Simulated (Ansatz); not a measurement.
MgTe (zincblende), relaxed with r2SCAN, was run in Ansatz 0.2.0 under altered settings. All numbers are computed, without spin polarisation but where a row says otherwise.

```
Mg Te
1.0
     0.00000    3.23311    3.23311
     3.23311    0.00000    3.23311
     3.23311    3.23311    0.00000
Mg Te
1 1
Direct
  0.00000 0.00000 0.00000
  0.25000 0.25000 0.25000
```

The base run's other keys:
```yaml
kpoints:
  mp_grid: { grid: [6, 6, 6] }
hamiltonian:
  xc: pbesol
scf:
  occupations: { method: fixed }
  n_extra_bands: 4
```

It takes 6 iterations with 1363 plane waves at 420 eV and 16 k points, and leaves a mean stress of -0.44 GPa. The gap over this mesh is 2.292 eV. It ran on 4 threads of Arm Neoverse N1, with other jobs on the host.

Outcomes, with energy and stress as changes against the base:
```tsv
setting	outcome	ΔF (meV/atom)	Δ mean stress (GPa)	gap on the mesh (eV)	iterations	wall time
scf.mixing.beta: 0.05	converged	0.0	0.00	2.292	9	1.3 s
scf.convergence.dr2_threshold: 0.0001	converged, warned	0.0	0.0	2.292	6	1.2 s
scf.occupations: fermi_dirac 0.5	converged	-19.2	+0.19	2.299	6	1.1 s
hamiltonian.xc: r2scan (cutoff then 500 eV)	converged	–	+0.44	3.104	6	2.7 s
basis.ecutwfc: 500	converged	-0.4	0.00	2.292	6	1.4 s
basis.ecutwfc: 350	converged, warned	+1.7	0.00	2.292	6	0.92 s
scf.occupations: gaussian 0.001	converged	0.0	0.00	2.292	6	1.1 s
kpoints.mp_grid.grid: [4, 4, 4]	converged	+14.3	+0.12	2.286	6	0.81 s
scf.occupations: cold 0.2	converged	0.0	0.00	2.292	5	1.1 s
kpoints.mp_grid.grid: [2, 2, 2]	converged	+464	+2.85	2.213	6	0.56 s
scf.convergence.dr2_threshold: 1e-12	converged	0.0	0.00	2.292	8	1.2 s
scf.n_extra_bands: 0	converged	0.0	0.00	2.292	6	1 s
scf.mixing.ndim: 30	converged	0.0	0.00	2.292	6	1.1 s
hamiltonian.dispersion: d2	refused	–	–	–	–	0.03 s
```
A dash marks a value that wasn't obtained or can't be compared. Stress is positive in compression. The base took 1.5 s.

- scf.convergence.dr2_threshold: 0.0001. It converges in 6 iterations, as the base does. Even so loose a threshold leaves the results unchanged here, which can't be counted on. Warned: force scf threshold loose, stress scf threshold loose.
- scf.occupations: fermi_dirac 0.5. The free energy moves by -19.2 meV an atom, the mean stress by +0.19 GPa and the gap on the mesh by +0.007 eV (to 2.299). The term −TS is -97 meV an atom. A width of 0.5 eV moves electrons across a gap of 2.29 eV: this is no longer the ground state.
- hamiltonian.xc: r2scan. The cutoff follows the functional, from 420 to 500 eV. The mean stress moves by +0.44 GPa and the gap on the mesh by +0.812 eV (to 3.104). It's another functional on the same cell, so totals aren't comparable.
- basis.ecutwfc: 350. 965 plane waves in place of 1363. The free energy moves by +1.7 meV an atom, the mean stress by 0.00 GPa and the gap on the mesh by 0.000 eV (to 2.292). The basis is too small: these are errors of the cutoff. Warned: cutoff below recommended.
- kpoints.mp_grid.grid: [4, 4, 4]. The free energy moves by +14.3 meV an atom, the mean stress by +0.12 GPa and the gap on the mesh by -0.006 eV (to 2.286). The mesh is too coarse.
- kpoints.mp_grid.grid: [2, 2, 2]. The free energy moves by +464 meV an atom, the mean stress by +2.85 GPa and the gap on the mesh by -0.080 eV (to 2.213). The mesh is too coarse.
- hamiltonian.dispersion: d2. The input is refused before any iteration. Error: YAML parse error: line 13 column 15: hamiltonian.dispersion: `d2` is not `none`, `rvv10`, `d3bj`, `d3bjatm`, `d4` or a map `{method: …, s8: …, a1: …, a2_bohr: …}` (numbers without units, a2 in bohr) or `{method: …, functional: …}`

Within 1 meV an atom, 0.1 GPa and 0.005 eV of the base stay: scf.mixing.beta: 0.05; scf.convergence.dr2_threshold: 0.0001; basis.ecutwfc: 500; scf.occupations: gaussian 0.001; scf.occupations: cold 0.2; scf.convergence.dr2_threshold: 1e-12; scf.n_extra_bands: 0; scf.mixing.ndim: 30.

Spin-orbit coupling is left out, which matters wherever the heavy atoms make up the band edges.
